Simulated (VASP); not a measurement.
Write the native input for VASP 6.6.1 that does the following.

```
Task                   : work function
Functional             : PBEsol
Potentials or basis    : VASP PAW PBE potentials, release 64 (Si)
Cutoff                 : 520 eV
k mesh                 : 4 × 6 × 1
Occupations            : gaussian, width 0.05 eV
Spin                   : no spin polarisation
Vacuum (Å)             : 10
Dipole correction      : yes
Further INCAR settings : ALGO = Normal; EDIFF = 1e-07
```

The structure of Si lies in POSCAR:

```
Si
1.0
    7.6751067090      0.0000000000      0.0000000000
    0.0000000000      3.8375533540      0.0000000000
    0.0000000000      0.0000000000     25.1245800017
Si
24
Direct
    0.5950000000      0.5000000000      0.2228892981
    0.2500000000      0.0000000000      0.3109926613
    0.0000000000      0.0000000000      0.2569905646
    0.5000000000      0.5000000000      0.4189968549
    0.2500000000      0.5000000000      0.3649947582
    0.2500000000      0.0000000000      0.5270010484
    0.5000000000      0.0000000000      0.4729989516
    0.5000000000      0.5000000000      0.6350052418
    0.2500000000      0.5000000000      0.5810031451
    0.2500000000      0.0000000000      0.7430094354
    0.0000000000      1.0000000000      0.6890073387
    0.3450000000      0.5000000000      0.8009916982
    0.9050000000      0.5000000000      0.1990083018
    0.7500000000      0.0000000000      0.3109926613
    0.5000000000      0.0000000000      0.2569905646
    1.0000000000      0.5000000000      0.4189968549
    0.7500000000      0.5000000000      0.3649947582
    0.7500000000      0.0000000000      0.5270010484
    1.0000000000      0.0000000000      0.4729989516
    1.0000000000      0.5000000000      0.6350052418
    0.7500000000      0.5000000000      0.5810031451
    0.7500000000      0.0000000000      0.7430094354
    0.5000000000      1.0000000000      0.6890073387
    0.6550000000      0.5000000000      0.7771107019
```

The slab is cut from a database's or a generator's crystal, which needn't be the stable form of the element.

The input as run:

INCAR

```
SYSTEM = Si
  PREC = Accurate
  ENCUT = 520
  EDIFF = 1E-7
  ISMEAR = 0
  SIGMA = 0.05
  LREAL = .False.
  LASPH = .True.
  NELM = 100
  ALGO = Normal
  ISIF = 2
  LWAVE = .False.
  LCHARG = .True.
  LDIPOL = .True.
  IDIPOL = 3
  DIPOL = 0.5 0.5 0.500
  GGA = PS
  LVHAR = .True.
  LVACPOTAV = .True.
  KPAR = 8
```

KPOINTS

```
regular mesh
0
Gamma
  4 6 1
  0 0 0
```

Potentials or basis: VASP PAW PBE potentials, release 64 (Si).

Launch:

```sh
$ cat potpaw_PBE.64/Si/POTCAR > POTCAR
$ mpirun -np 8 vasp_std > vasp.out
```

It gave:

```json
{
 "Largest force": "1.885 eV/Å",
 "Band gap on the k mesh": "none (metal or under the smearing width)",
 "Work function of the upper face": "4.76 eV",
 "Work function of the lower face": "4.76 eV"
}
```

Caveat: the PAW data sets were made with another functional, which shifts forces and pressure a little.

Wall time 4 min on 8 MPI ranks on Intel(R) Xeon(R) Platinum 8488C (Sapphire Rapids) (shared host), peak memory 0.86 GiB a rank.
